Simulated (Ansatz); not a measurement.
# SnS2: the cost of one run

Method: DFT PBE+D3(BJ), scalar-relativistic, plane waves, PAW, in Ansatz 0.2.0.

## 1. The structure to begin with

Symmetry: P-3m1, No. 164, trigonal system. The conventional cell has a = 3.598 Å, b = 3.598 Å, c = 5.494 Å, α = 90.00°, β = 90.00°, γ = 120.00°. Sn (site symmetry -3m) has 6 S at 2.53 Å as nearest neighbours. S (site symmetry 3m) is surrounded by 3 Sn at 2.53 Å.

As a file:

```cif
data_structure
_symmetry_space_group_name_H-M 'P-3m1'
_symmetry_Int_Tables_number 164
_cell_length_a 3.5983
_cell_length_b 3.5983
_cell_length_c 5.4940
_cell_angle_alpha 90.000
_cell_angle_beta 90.000
_cell_angle_gamma 120.000
_cell_volume 61.60
loop_
_atom_site_label
_atom_site_type_symbol
_atom_site_symmetry_multiplicity
_atom_site_Wyckoff_symbol
_atom_site_fract_x
_atom_site_fract_y
_atom_site_fract_z
_atom_site_occupancy
Sn1 Sn 1 a 0.00000 0.00000 0.00000 1
S1 S 2 d 0.66667 0.33333 0.26390 1
```

No relaxation comes first: the listed cell is the starting point.

## 2. The reference: the undisturbed cell on the scan's mesh

The input, input.yaml:

```yaml
crystal:
  lattice:
    - [3.5983003419, 0.0, 0.0]
    - [-1.7991501709, 3.1162195065, 0.0]
    - [0.0, 0.0, 5.494]
  atoms:
    - { symbol: Sn, position: [0.0, 0.0, 0.0] }
    - { symbol: S, position: [0.6666666667, 0.3333333333, 0.2639] }
    - { symbol: S, position: [0.3333333333, 0.6666666667, 0.7361] }
basis:
  ecutwfc: 420
kpoints:
  mp_grid: { grid: [6, 6, 4] }
hamiltonian:
  xc: pbe
  dispersion: d3bj
scf:
  occupations: { method: gaussian, width: 0.05 }
output:
  forces: true
  stress: true
  eigenvalues: true
```

On the command line:

```sh
$ ansatz run input.yaml --threads 1 --pin off --max-ram 2560MiB --backend cpu --events-out ev --progress --plain --runs-dir out
```

Q: Estimate wall time and peak memory on 1 thread of Intel Xeon Platinum 8259CL at 2.50GHz (Skylake/Cascade Lake), shared host.

About 2.4 s, with a peak of 0.38 GiB.
